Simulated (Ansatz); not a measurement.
A run of Ansatz 0.2.0 is set up as follows.

File input.yaml:

```yaml
crystal:
  lattice:
    - [1.8807968987, 1.0858785957, 3.5140619945]
    - [-1.8807968987, 1.0858785957, 3.5140619945]
    - [0.0, -2.1717571915, 3.5140619945]
  atoms:
    - { symbol: As, position: [0.226, 0.226, 0.226] }
    - { symbol: As, position: [0.774, 0.774, 0.774] }
hamiltonian:
  xc: mr2scan
  pseudopotentials: { kind: nc, accuracy: stringent }
kpoints:
  mp_grid: { grid: [9, 9, 9] }
  band_path:
    path:
      - [[0.0, 0.0, 0.0], [0.5, 0.0, 0.0], [0.5, 0.2303245873, -0.2303245873]]
      - [[0.7696754127, 0.5, 0.2303245873], [0.5, 0.5, 0.5], [0.0, 0.0, 0.0], [0.3651622936, 0.0, -0.3651622936]]
      - [[0.6348377064, 0.3651622936, 0.0], [0.5, 0.5, 0.0], [0.6348377064, 0.6348377064, 0.2303245873], [0.5, 0.5, 0.5]]
      - [[0.5, 0.0, 0.0], [0.7696754127, 0.3651622936, 0.3651622936]]
    npoints: 14
scf:
  occupations: { method: methfessel_paxton, width: 0.025 }
  n_extra_bands: 6
  convergence: { dr2_threshold: 1.0e-08 }
  eigensolver: { kind: davidson }
output:
  forces: true
  stress: true
  eigenvalues: true
  fatbands: false
basis:
  precision: f64
```

Potentials or basis: PseudoDojo stringent (PBE files).

Launch:

```console
$ ansatz run input.yaml --threads 1 --pin off --max-ram 2560MiB --backend cpu --events-out ev --progress --plain --runs-dir out
```

(1) Predict the largest force.

(2) Estimate the band gap on the k mesh.

(3) Predict the pressure.

Results:

(1) 0.170 eV/Å.

(2) none (metal or under the smearing width).

(3) 2.1 GPa.

Caveat: the meta-GGA runs on potentials made for a GGA; the potentials were made for another functional, which shifts forces and pressure; the thresholds are loose for stress.
